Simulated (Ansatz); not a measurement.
BaO (started from an entry of an open crystallographic database), relaxed with r2SCAN: the symmetry is Fm-3m (No. 225, cubic); a = 5.544 Å in the conventional setting, 21.30 Å³ an atom. Around Ba lie 6 O at 2.77 Å; around O lie 6 Ba at 2.77 Å. One-shot G0W0@PBE in the PAW code Ansatz on a 4×4×4 mesh (contour deformation, no spin-orbit coupling), from a PBE gap of 2.046 eV over the mesh points (the G0W0 gap is direct on the mesh); the number N of bands summed and the screening cutoff rise together. No spin polarisation and no zero-point or thermal motion.

```csv
N,cutoff (eV),1000/N,G0W0 gap (eV)
77,80,12.987,3.008
168,140,5.952,3.148
```

Question: Lay a straight line in 1000/N through these rows.

Answer: The slope is -0.0199 eV per unit of 1000/N and the intercept 3.266 eV.

Question: Predict the gap at N = 302 (210 eV).

Answer: 3.266 + (-0.0199) × 3.311 = 3.200 eV; the run gives 3.275 eV, +0.075 eV from the line.

Question: With that run's result added, what limit do the last two rows suggest?

Answer: Their slope is (3.275 − 3.148)/(3.311 − 5.952) = -0.0481, which meets 1/N = 0 at 3.43 eV, against 3.266 eV from the first line. The slope steepens, so 1/N isn't yet asymptotic and the true limit probably lies higher still; the k mesh isn't extrapolated.

Spin-orbit coupling is left out.
